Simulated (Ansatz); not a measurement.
## Guessed and relaxed cells of P

The guess for P was made by a generator: 4-connected net of one element (Pccn, No. 56). Lengths were set from tabulated atomic sizes, so they are only a guess.

start.cif

```cif
data_structure
_symmetry_space_group_name_H-M 'P 1'
_symmetry_Int_Tables_number 1
_cell_length_a 3.2560
_cell_length_b 5.5924
_cell_length_c 5.8951
_cell_angle_alpha 90.000
_cell_angle_beta 90.000
_cell_angle_gamma 90.000
_cell_volume 107.34
loop_
_atom_site_label
_atom_site_type_symbol
_atom_site_fract_x
_atom_site_fract_y
_atom_site_fract_z
_atom_site_occupancy
P1 P 0.14397 0.56296 0.15908 1
P2 P 0.14397 0.93704 0.65908 1
P3 P 0.64397 0.06296 0.84092 1
P4 P 0.35603 0.93704 0.15908 1
P5 P 0.85603 0.06296 0.34092 1
P6 P 0.85603 0.43704 0.84092 1
P7 P 0.64397 0.43704 0.34092 1
P8 P 0.35603 0.56296 0.65908 1
```

These are results of DFT PBE, scalar-relativistic, plane waves, PAW (Ansatz 0.2.0), not measurements. Cutoff 420 eV, Gaussian smearing, Γ-centred meshes. Cell and atoms relax first on a coarse mesh and then on a finer one. In between, the cell is made exact in the group found at 0.06 Å. In metals the finer mesh still leaves noise of several meV/atom or more. The steps can't lower the symmetry of their start. No spin polarisation.

end.cif

```cif
data_structure
_symmetry_space_group_name_H-M 'P 1'
_symmetry_Int_Tables_number 1
_cell_length_a 3.5051
_cell_length_b 3.5051
_cell_length_c 3.5051
_cell_angle_alpha 120.172
_cell_angle_beta 120.172
_cell_angle_gamma 89.702
_cell_volume 30.37
loop_
_atom_site_label
_atom_site_type_symbol
_atom_site_fract_x
_atom_site_fract_y
_atom_site_fract_z
_atom_site_occupancy
P1 P 0.27182 0.27182 0.00000 1
P2 P 0.72818 0.72818 0.00000 1
```

The symmetry goes from Pccn (No. 56) to I4/mmm (No. 139), and the primitive cell from 8 to 2 atoms. The volume per atom grows by 13.2 %, from 13.4 to 15.2 Å³. The shortest distance goes from 2.07 Å (P–P) to 2.27 Å (P–P). The energy falls by about 0.85 eV/atom (the start's value is from the coarse mesh). The end is written in a standard setting, so origin, axes and order of atoms can differ from the start's.

```json
{
  "Volume per atom": "15.18 Å³",
  "Density": "3.39 g/cm³",
  "Energy over the standard state": "+0.08 eV/atom",
  "Gap on the 22×22×22 mesh of the 2-atom cell": "0 eV (a metal)"
}
```

Energies count from the standard state of P at the same level. The references include black phosphorus. So it is a metastable form at best.

The last run used Gaussian smearing of 0.10 eV. The reference form of P is held partly by dispersion forces, which this level lacks. Symmetry constrained the relaxation, so the result can be a saddle point. In all, the 3 runs took 3.6 min on 1 thread of Arm Neoverse V1, with other jobs on the host. Another cell of P relaxed alike, in P2/m, lies 76 meV/atom lower, so this cell isn't the stable form at this level.
